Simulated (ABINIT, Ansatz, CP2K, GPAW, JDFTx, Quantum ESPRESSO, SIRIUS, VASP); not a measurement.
# TiB2: 9 runs at one level of theory

```
CELL_PARAMETERS angstrom
3.02920 0.00000 0.00000
-1.51460 2.62336 0.00000
0.00000 0.00000 3.22840
ATOMIC_POSITIONS crystal
Ti 0.00000 0.00000 0.00000
B 0.66667 0.33333 0.50000
B 0.33333 0.66667 0.50000
```

Alike in all runs: task single point; functional PBE; k mesh 10 × 10 × 8; occupations fermi-dirac, width 0.05 eV; no spin polarisation; no spin-orbit coupling. Pressure is positive in compression and, in plane waves, holds the error of the finite cutoff, which Ansatz's Pulay term estimates and takes out.

| program and potentials | plane-wave cutoff (eV) | notes | pressure (GPa) |
| --- | --- | --- | --- |
| GPAW, GPAW PAW data sets (gpaw-data 1.2.1) | 800 | - | 0.70 |
| CP2K, POTENTIAL_UZH Ti GTH-PBE-q12, B GTH-PBE-q3; TZVP-MOLOPT-PBE-GTH basis | - | atomic basis | 0.17 |
| ABINIT, JTH PAW PBE v2.0 | 408 | - | 0.75 |
| JDFTx, PseudoDojo-SR-PBE-0.5-standard | 1143 | - | 0.22 |
| VASP, PBE PAW files B, Ti_sv, 520 eV | 520 | - | 0.49 |
| Ansatz, Ansatz PAW (earlier soft set) | 420 | Pulay term of +0.16 GPa included | 0.29 |
| Ansatz, all-electron LAPW, scalar-relativistic | - | - | 0.32 |
| SIRIUS, PseudoDojo 0.4.1 PBE standard (scalar relativistic) | 1152 | - | 0.22 |
| Quantum ESPRESSO, SSSP 1.3 efficiency PBE | 748 | - | 0.05 |

The pressure spans 0.05 (Quantum ESPRESSO, SSSP 1.3 efficiency PBE) to 0.75 GPa (ABINIT, JTH PAW PBE v2.0), with all-electron results at 0.32. Rows in atomic bases carry the error of their basis and grid, which can be large.

Differences between rows come from potentials, basis sets and numerical settings, since the functional is the same but for its coding. Runs on potential files found faulty are left out.
